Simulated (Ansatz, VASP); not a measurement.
# Cu: VASP beside Ansatz

```
Cu
1.0
     0.00000    1.80849    1.80849
     1.80849    0.00000    1.80849
     1.80849    1.80849    0.00000
Cu
1
Direct
  0.00000 0.00000 0.00000
```

Alike in both runs: task single point; functional PBE; k mesh 12 × 12 × 12; occupations fermi-dirac, width 0.06 eV; no spin polarisation.

|  | VASP | Ansatz |
| --- | --- | --- |
| version | VASP 6.6.1 | Ansatz 0.2 development build |
| potentials or method | VASP PAW PBE potentials, release 64 (Cu), cutoff 520 eV | all-electron full-potential LAPW, scalar-relativistic |

|  | VASP | Ansatz | Ansatz less VASP |
| --- | --- | --- | --- |
| pressure (GPa) | 2.0 | 1.4 | -0.55 |

Ansatz ran all-electron here, so the differences hold the error of VASP's frozen core and of both bases.
